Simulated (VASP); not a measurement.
# Ru (R-3m) in VASP: notebook

One crystal, Ru, is run at these levels: LDA; tasks: single point.

Everything below comes from runs of VASP 6.6.1. Logs are shortened: lines on timing, memory, paths and dates and some standing lists are left out, and cuts for length are marked.

### Step 1. Starting point

Symmetry: R-3m, No. 166, trigonal system. The conventional cell has a = 3.036 Å, b = 3.036 Å, c = 5.280 Å, α = 90.00°, β = 90.00°, γ = 120.00°. Around Ru (site symmetry -3m) lie 6 Ru at 2.48 Å.

This isn't the form of Ru at room conditions, which is hcp.

### Step 2. Single point, LDA

INCAR

```
SYSTEM = Ru
  ALGO = Fast
  EDIFF = 1E-6
  ENCUT = 520
  ISIF = 2
  ISMEAR = 0
  LASPH = .TRUE.
  LCHARG = .TRUE.
  LELF = .TRUE.
  LREAL = .FALSE.
  LVHAR = .TRUE.
  LWAVE = .FALSE.
  NBANDS = 13
  NELM = 100
  PREC = Accurate
  SIGMA = 0.15
```

KPOINTS

```
k-points
0
G
  24 24 24
  0 0 0
```

POSCAR

```
Ru
1.0
   -0.4150076168      1.7315835046      1.7315835046
    1.7315835046     -0.4150076168      1.7315835046
    1.7315835046      1.7315835046     -0.4150076168
Ru
1
Direct
    0.0000000000      0.0000000000      0.0000000000
```

Potentials or basis: VASP PAW LDA potentials, release 64 (Ru_pv).

Launch:

```bash
> cat potpaw_LDA.64/Ru_pv/POTCAR > POTCAR
> mpirun -np 1 vasp_std > vasp.out
```

OUTCAR:

```text
SYSTEM = Ru
   EDIFF = 1E-6
   ENCUT = 520
   ISIF = 2
   ISMEAR = 0
   LASPH = .TRUE.
   LREAL = .FALSE.
   NELM = 100
   PREC = Accurate

 ion  position               nearest neighbor table
   1  0.000  0.000  0.000-

  LATTYP: Found a trigonal (rhomboedric) cell.
 ALAT       =     2.4837459993
 COS(alpha) =     0.2530624440

  Lattice vectors:

 A1 = (  -0.4150076168,   1.7315835046,   1.7315835046)
 A2 = (   1.7315835046,  -0.4150076168,   1.7315835046)
 A3 = (   1.7315835046,   1.7315835046,  -0.4150076168)

Analysis of symmetry for initial positions (statically):
=====================================================================
 Subroutine PRICEL returns:
 Original cell was already a primitive cell.

 Routine SETGRP: Setting up the symmetry group for a
 trigonal (rhombohedral) supercell.

 Subroutine GETGRP returns: Found 12 space group operations
 (whereof 12 operations were pure point group operations)
 out of a pool of 12 trial point group operations.

The static configuration has the point symmetry D_3d.

Analysis of symmetry for dynamics (positions and initial velocities):
=====================================================================
 Subroutine PRICEL returns:
 Original cell was already a primitive cell.

 Routine SETGRP: Setting up the symmetry group for a
 trigonal (rhombohedral) supercell.

 Subroutine GETGRP returns: Found 12 space group operations
 (whereof 12 operations were pure point group operations)
 out of a pool of 12 trial point group operations.

The dynamic configuration has the point symmetry D_3d.

 Subroutine INISYM returns: Found 12 space group operations
 (whereof 12 operations are pure point group operations),
 and found     1 'primitive' translations

----------------------------------------------------------------------------------------

                                     Primitive cell

  volume of cell :      14.0455

  direct lattice vectors                    reciprocal lattice vectors
    -0.415007617  1.731583505  1.731583505    -0.201214325  0.264640579  0.264640579
     1.731583505 -0.415007617  1.731583505     0.264640579 -0.201214325  0.264640579
     1.731583505  1.731583505 -0.415007617     0.264640579  0.264640579 -0.201214325

  length of vectors
     2.483745999  2.483745999  2.483745999     0.424919377  0.424919377  0.424919377

  position of ions in fractional coordinates (direct lattice)
     0.000000000  0.000000000  0.000000000

  ion indices of the primitive-cell ions
   primitive index   ion index
                 1           1

----------------------------------------------------------------------------------------

 KPOINTS: k-points

Automatic generation of k-mesh.
 Grid dimensions read from file:
 generate k-points for:   24   24   24

 Generating k-lattice:

  Cartesian coordinates                     Fractional coordinates (reciprocal lattice)
    -0.008383930  0.011026691  0.011026691     0.041666667 -0.000000000 -0.000000000
     0.011026691 -0.008383930  0.011026691    -0.000000000  0.041666667 -0.000000000
     0.011026691  0.011026691 -0.008383930    -0.000000000 -0.000000000  0.041666667

  Length of vectors
     0.017704974  0.017704974  0.017704974

  Shift w.r.t. Gamma in fractional coordinates (k-lattice)
     0.000000000  0.000000000  0.000000000

 Subroutine IBZKPT returns following result:
 ===========================================

 Found   1313 irreducible k-points:

 Following reciprocal coordinates:
            Coordinates               Weight
  0.000000  0.000000  0.000000      1.000000
  0.041667  0.000000  0.000000      6.000000
  0.083333  0.000000  0.000000      6.000000
  0.125000 -0.000000 -0.000000      6.000000
  0.166667  0.000000  0.000000      6.000000
  0.208333  0.000000  0.000000      6.000000
[... 16 lines left out ...]
  0.416667  0.041667 -0.000000     12.000000
  0.458333  0.041667 -0.000000     12.000000
 [... further k-points ...]
   k-points           NKPTS =   1313   k-points in BZ     NKDIM =   1313   number of bands    NBANDS=     13
   number of dos      NEDOS =    301   number of ions     NIONS =      1
   total plane-waves  NPLWV =   5832
   dimension x,y,z NGX =    18 NGY =   18 NGZ =   18
   dimension x,y,z NGXF=    36 NGYF=   36 NGZF=   36
   ions per type =               1
   NGX,Y,Z   is equivalent  to a cutoff of  12.05, 12.05, 12.05 a.u.
   NGXF,Y,Z  is equivalent  to a cutoff of  24.10, 24.10, 24.10 a.u.
 SYSTEM =  Ru
   PREC   = accura    normal or accurate (medium, high low for compatibility)
   ISTART =      0    job   : 0-new  1-cont  2-samecut
   ICHARG =      2    charge: 1-file 2-atom 10-const
   ISPIN  =      1    spin polarized calculation?
   LNONCOLLINEAR =      F non collinear calculations
   LSORBIT =      F    spin-orbit coupling
   LASPH  =      T    aspherical Exc in radial PAW
   ENCUT  =  520.0 eV  38.22 Ry    6.18 a.u.   4.62  4.62  4.62*2*pi/ulx,y,z
   NELM   =    100;   NELMIN=  2; NELMDL= -5     # of ELM steps
   EDIFF  = 0.1E-05   stopping-criterion for ELM
   LREAL  =      F    real-space projection
   EDIFFG = 0.1E-04   stopping-criterion for IOM
   NSW    =      0    number of steps for IOM
   IBRION =     -1    ionic relax: 0-MD 1-quasi-New 2-CG
   NFREE  =      0    steps in history (QN), initial steepest desc. (CG)
   ISIF   =      2    stress and relaxation
   ISYM   =      2    0-nonsym 1-usesym 2-fastsym
   POTIM  = 0.5000    time-step for ionic-motion
   TEBEG  =    0.0;   TEEND  =   0.0 temperature during run
   PSTRESS=    0.0 pullay stress
   NELECT =      14.0000    total number of electrons
   NUPDOWN=      -1.0000    fix difference up-down
   EMIN   =  10.00;   EMAX   =-10.00  energy-range for DOS
   EFERMI =   0.00;   METHOD = LEGACY
   ISMEAR =     0;   SIGMA  =   0.15  broadening in eV -4-tet -1-fermi 0-gaus
   EFERMI_NEDOS =   21; number of points for ismear=-14 and -15
   IALGO  =     68    algorithm
   IMIX   =      4    mixing-type and parameters
     AMIX     =   0.40;   BMIX     =  1.00
     AMIX_MAG =   1.60;   BMIX_MAG =  1.00
  volume/ion in A,a.u.               =      14.05        94.78
  Fermi-wavevector in a.u.,A,eV,Ry     =   1.635330  3.090326 36.386117  2.674304
  Thomas-Fermi vector in A             =   2.726821
   LORBIT       =      0    0 simple, 1 ext, 2 COOP (PROOUT), +10 PAW based schemes
   GGA     = CA    functional components
   LHFCALC =     F    Hartree Fock is set to
   AEXX    =    0.0000 exact exchange contribution
   IVDW    =     0    specifies the selected vdW correction
   LEPSILON=     F    determine dielectric tensor
   LRPA    =     F    only Hartree local field effects (RPA)
 non-spin polarized calculation
 RMM-DIIS sequential band-by-band and
 Gauss-broadening in eV      SIGMA  =   0.15
  energy-cutoff  :      520.00
  volume of cell :       14.05
 maximum number of plane-waves:       397
   NGX =  9   NGY =  9   NGZ =  9

 number of electron      13.9999995 magnetization

 Free energy of the ion-electron system (eV)
  ---------------------------------------------------
  ext. energy  EPLUGINS =         0.00000000
  ---------------------------------------------------
  free energy    TOTEN  =        -9.53247673 eV

  energy without entropy =       -9.51189238  energy(sigma->0) =       -9.52218455

 E-fermi :  12.3951     XC(G=0): -14.0887

 val. band max:       12.3936956728   @ k =  -0.4583   0.4167  -0.0000
 cond. band min:      12.3957350127   @ k =  -0.2083   0.0417   0.0000
 fundamental gap:      0.0020393399
 Fermi energy:        12.3950854291

 k-point     1 :       0.0000    0.0000    0.0000
  band No.  band energies     occupation
      1     -30.0968      2.00000
      2     -30.0968      2.00000
      3     -29.9116      2.00000
      4       4.3806      2.00000
      5       7.2455      2.00000
      6       7.2455      2.00000
      7      12.8793      0.00000
      8      13.0973      0.00000
      9      13.0973      0.00000
     10      22.4348      0.00000
     11      27.2523      0.00000
     12      30.6905      0.00000
     13      30.6905      0.00000

 k-point     2 :       0.0417    0.0000    0.0000
  band No.  band energies     occupation
      1     -30.1108      2.00000
      2     -30.0957      2.00000
      3     -29.9198      2.00000
      4       4.4443      2.00000
      5       7.2560      2.00000
      6       7.2860      2.00000
      7      12.8574      0.00001
      8      13.0557      0.00000
      9      13.0849      0.00000
     10      22.4347      0.00000
     11      27.3287      0.00000
     12      30.4999      0.00000
     13      30.8293      0.00000

 k-point     3 :       0.0833    0.0000    0.0000
  band No.  band energies     occupation
      1     -30.1586      2.00000
      2     -30.0926      2.00000
      3     -29.9369      2.00000
      4       4.6287      2.00000
      5       7.2862      2.00000
      6       7.4084      2.00000
      7      12.7936      0.00017
      8      12.9385      0.00000
      9      13.0555      0.00000
     10      22.4347      0.00000
     11      27.5231      0.00000
     12      29.9862      0.00000
     13      31.2380      0.00000

 k-point     4 :       0.1250   -0.0000   -0.0000
  band No.  band energies     occupation
      1     -30.2472      2.00000
      2     -30.0876      2.00000
      3     -29.9506      2.00000
      4       4.9124      2.00000
      5       7.3314      2.00000
      6       7.6150      2.00000
      7      12.7026      0.00374
      8      12.7659      0.00047
      9      13.0208      0.00000
     10      22.4347      0.00000
     11      27.6690      0.00000
     12      29.3657      0.00000
     13      31.8948      0.00000

 k-point     5 :       0.1667    0.0000    0.0000
  band No.  band energies     occupation
      1     -30.3720      2.00000
      2     -30.0811      2.00000
      3     -29.9573      2.00000
      4       5.2589      2.00000
      5       7.3844      2.00000
      6       7.9114      2.00000
      7      12.5657      0.10764
      8      12.6170      0.03645
      9      12.9849      0.00000
     10      22.4347      0.00000
     11      27.2941      0.00000
     12      29.1495      0.00000
     13      32.7685      0.00000
[... 257 lines left out ...]
 k-point    22 :       0.3750    0.0417    0.0000
  band No.  band energies     occupation
      1     -31.1019      2.00000
      2     -30.0492      2.00000
      3     -29.9587      2.00000
      4       6.5277      2.00000
      5       7.5518      2.00000
      6      10.2505      2.00000
      7      11.9603      1.99996
      8      12.8363      0.00003
      9      13.2037      0.00000
     10      22.4010      0.00000
     11      22.5013      0.00000
     12      29.9466      0.00000
     13      31.3878      0.00000

 k-point    23 :       0.4167    0.0417   -0.0000
  band No.  band energies     occupation
      1     -31.1985      2.00000
      2     -30.0451      2.00000
      3     -29.9573      2.00000
      4       6.5785      2.00000
      5       7.5332      2.00000
      6      10.7381      2.00000
      7      12.0704      1.99779
      8      12.8010      0.00013
      9      13.4242      0.00000
     10      21.7070      0.00000
     11      22.4384      0.00000
     12      29.7112      0.00000
     13      30.7663      0.00000

 k-point    24 :       0.4583    0.0417   -0.0000
  band No.  band energies     occupation
      1     -31.2598      2.00000
      2     -30.0431      2.00000
      3     -29.9568      2.00000
      4       6.5938      2.00000
      5       7.5138      2.00000
      6      11.1236      2.00000
      7      12.2473      1.83639
      8      12.7692      0.00042
      9      13.4834      0.00000
     10      21.2032      0.00000
     11      22.4372      0.00000
     12      29.4848      0.00000
     13      30.3459      0.00000

 [... further k-points ...]

------------------------ aborting loop because EDIFF is reached ----------------------------------------

  FORCE on cell =-STRESS in cart. coord.  units (eV):
  Direction    XX          YY          ZZ          XY          YZ          ZX
  --------------------------------------------------------------------------------------
  -------------------------------------------------------------------------------------
  Total        0.8238208      0.8238208      0.8238208      1.0793295      1.0793295      1.0793295
  in kB       93.9738469     93.9738469     93.9738469    123.1199169    123.1199169    123.1199169
  external PRESSURE =      93.9738469 kB  Pullay stress =       0.0000000 kB

 VOLUME and BASIS-vectors are now :
 -----------------------------------------------------------------------------
  energy-cutoff  :      520.00
  volume of cell :       14.05
      direct lattice vectors                 reciprocal lattice vectors
    -0.415007617  1.731583505  1.731583505    -0.201214325  0.264640579  0.264640579
     1.731583505 -0.415007617  1.731583505     0.264640579 -0.201214325  0.264640579
     1.731583505  1.731583505 -0.415007617     0.264640579  0.264640579 -0.201214325

 POSITION                                       TOTAL-FORCE (eV/Angst)
 -----------------------------------------------------------------------------------
      0.00000      0.00000      0.00000         0.000000     -0.000000      0.000000
 -----------------------------------------------------------------------------------
    total drift:                                0.000000     -0.000000     -0.000000

  FREE ENERGIE OF THE ION-ELECTRON SYSTEM (eV)
  ---------------------------------------------------
  free  energy   TOTEN  =        -9.5324767292 eV

  energy  without entropy=       -9.5118923782  energy(sigma->0) =       -9.52218455
```

Wall time 2.4 min (1 thread of Intel Xeon Platinum 8375C at 2.90GHz (Ice Lake), shared host); peak memory 0.31 GiB.

What came out:

* Free energy: -9.5325 eV
* Pressure: 9.4 GPa
* Band gap on the k mesh: none (metal or under the smearing width)

Stress tensor (GPa, compression positive):
```
 9.40 12.31 12.31
12.31  9.40 12.31
12.31 12.31  9.40
```

### Step 3. Single point, LDA

This run uses another cell than the first one, of the same volume but with other edges.

INCAR

```
SYSTEM = Ru
  ALGO = Fast
  EDIFF = 1E-6
  ENCUT = 520
  GGA = CA
  ISIF = 2
  ISMEAR = 0
  LASPH = .True.
  LCHARG = .False.
  LREAL = .False.
  LWAVE = .False.
  NBANDS = 13
  NELM = 100
  PREC = Accurate
  SIGMA = 0.15
```

KPOINTS

```
k-points
0
Gamma
  24 24 24
  0 0 0
```

POSCAR

```
Ru
1.0
    1.0132910048      2.5332275121      2.5332275121
    2.5332275121      1.0132910048      2.5332275121
    2.5332275121      2.5332275121      1.0132910048
Ru
1
Direct
    0.0000000000      0.0000000000      0.0000000000
```

Potentials or basis: VASP PAW LDA potentials, release 64 (Ru_pv).

Launch:

```bash
> cat potpaw_LDA.64/Ru_pv/POTCAR > POTCAR
> mpirun -np 1 vasp_std > vasp.out
```

Run time: 7.3 min. Hardware: 1 thread of Intel Xeon Platinum 8375C at 2.90GHz (Ice Lake), shared host; peak memory 0.34 GiB.

Results (log left out):

| Item | Value |
| --- | --- |
| Free energy | -5.6236 eV |
| Pressure | 169.4 GPa |
| Band gap on the k mesh | none (metal or under the smearing width) |

Stress tensor (GPa, compression positive):
```
169.41 -90.93 -90.93
-90.93 169.41 -90.93
-90.93 -90.93 169.41
```

Levels at points of the mesh, in eV from the Fermi level:
| k point | band 4 | band 5 | band 6 | band 7 | band 8 | band 9 | band 10 | band 11 |
| --- | --- | --- | --- | --- | --- | --- | --- | --- |
| (0.00, 0.00, 0.00) | -8.10 | -6.66 | -4.18 | -4.18 | 2.69 | 2.69 | 5.49 | 10.12 |
| (0.50, 0.00, 0.00) | -10.42 | -7.46 | -0.51 | 0.47 | 5.21 | 6.32 | 10.10 | 12.72 |
| (0.50, 0.50, 0.00) | -10.43 | -7.78 | 0.38 | 0.61 | 6.26 | 6.32 | 10.11 | 10.42 |
| (0.50, 0.50, 0.50) | -8.11 | -4.19 | -4.19 | -2.56 | -1.50 | 2.72 | 2.72 | 10.12 |

Caveat: a pressure of tens of GPa on the cell as given is suspect, and the run, the potentials or the cell itself is likely at fault.
